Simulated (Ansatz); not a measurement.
Crystal: Zn, simple cubic type, 1 atom in the cell.

The calculation used PBE, plane waves, PAW datasets (generated soft set 1) in Ansatz 0.2.0 development build.

Cutoff 700 eV; k-mesh 21×21×21 Γ-centred; Fermi–Dirac smearing of 0.0612 eV; no spin polarisation.

The fit to the energies gives V₀ = 18.178 Å³/atom (a₀ = 2.629 Å), B₀ = 48.1 GPa, B₀′ = 5.13.

**Question.** What pressure does the program print at V = 18.581 Å³/atom, and how far above the lowest computed point (V = 18.217 Å³/atom) does the energy lie?

**Answer.** -1.00 GPa and 1.27 meV/atom. All points:

```tsv
V (Å³/atom)	a (Å)	E − E(min) (meV/atom)	P (GPa)
17.124	2.5775	10.37	3.35
17.488	2.5957	4.25	2.06
17.853	2.6136	0.90	0.91
18.217	2.6312	0.00	-0.10
18.581	2.6487	1.27	-1.00
18.946	2.6659	4.46	-1.79
19.310	2.6828	9.34	-2.49
```

The published all-electron PBE values for this crystal (mean of FLEUR and WIEN2k, k-spacing 0.06 Å⁻¹; Bosoni et al., Nat. Rev. Phys. 6, 45 (2024)) are V₀ = 18.179 Å³/atom, B₀ = 47.8 GPa, B₀′ = 5.23. This run's mesh is coarser (spacing 0.11 Å⁻¹), so part of any difference comes from k-sampling.

The stress includes the program's correction for the finite plane-wave basis.

This cubic structure is a model: it isn't the usual form of the substance at ambient conditions, and such phases are metastable or hypothetical. The k-mesh is modest, so these values aren't fully converged in k.
